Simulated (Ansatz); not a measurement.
# Computed properties of Ba

```
Ba
1.0
    -4.13119    4.13119    3.83677
     4.13119   -4.13119    3.83677
     4.13119    4.13119   -3.83677
Ba
4
Direct
  0.81814 0.68186 0.50000
  0.18186 0.31814 0.50000
  0.31814 0.81814 0.13628
  0.68186 0.18186 0.86372
```

Atoms are numbered in the order listed.

The cell is the one relaxed in the Materials Project (mp-570384), not relaxed further here; entries there can be hypothetical.

Spin–orbit coupling is left out, though it moves levels of the heavy atoms by tenths of an eV or more.

All numbers below come from Ansatz 0.2.0, DFT, PBE, all-electron LAPW, scalar-relativistic.

Sampling and basis: a Γ-centred 6×6×6 k mesh, Fermi–Dirac smearing of 0.03 eV, basis error target 1 meV/atom, no spin polarisation.

```json
{"Largest force": "0.101 eV/Å on Ba1", "Volume per atom": "65.48 Å³"}
```

Task: Predict this quantity. Density of states at the Fermi level (0.2 eV bin).

Result: 3.22 states/eV per cell.

Task: Predict this quantity. Stress xx, yy, zz (compression positive).

Result: -0.10, -0.10, -0.25 GPa.

Task: Band gap: what does the calculation give?

Result: None at this level of theory (metallic, semimetallic, or a small gap that the functional closes).

Task: Pressure at this cell: what does the calculation give?

Result: -1.5 kbar.
